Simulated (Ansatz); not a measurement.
## Calculated electric field gradients for Ag at a changed volume

The cell is a COD entry, relaxed with PBE at fixed cell and then changed (volume scaled by 0.96, ions relaxed).

```yaml
crystal:
  lattice:
    - [2.89040, 0.00000, 0.00000]
    - [-1.44520, 2.50316, 0.00000]
    - [0.00000, 0.00000, 4.72526]
  atoms:
    - { symbol: Ag, position: [0.33333, 0.66667, 0.25000] }
    - { symbol: Ag, position: [0.66667, 0.33333, 0.75000] }
```

Atom numbers follow the list; atoms alike are taken as one site, whose name carries the number of the first.

The numbers come from a DFT calculation in Ansatz (PBE, plane waves and PAW, scalar-relativistic, 420 eV cutoff, Γ-centred 18×18×10 k-points, Fermi–Dirac smearing 0.05 eV).

Conventions: |V_zz| ≥ |V_yy| ≥ |V_xx|, η = (V_xx − V_yy)/V_zz, C_Q = eQV_zz/h.

```json
{"site": "Ag", "atoms (order as listed)": "1, 2", "first shell": "12 Ag at 2.89 Å", "V_xx, V_yy, V_zz (10²¹ V/m²)": "-0.056, -0.056, 0.11", "η": "0.00", "C_Q (MHz)": "–"}
```

An axis of threefold or higher order runs through Ag, so V_zz lies along it and η is zero.

Ag has no stable isotope with a ground-state quadrupole moment in the table, so no C_Q is given.

The run finds no gap above 0.1 eV (a metal, or nearly one), so the gradients can move by 10 % or more with the k-mesh. Without spin–orbit coupling (the program notes it for Ag) the gradients can shift somewhat, as the gap is small.

The relaxation (1 step) took 10 s of wall time (8.4 s of CPU time) and 0.48 GiB at its peak, on 1 thread of Intel Xeon 6975P-C (Granite Rapids) (x86_64; 16 cores open to the job, memory cap 3.0 GiB, no GPU), a shared host with a load of 2.2 a core.
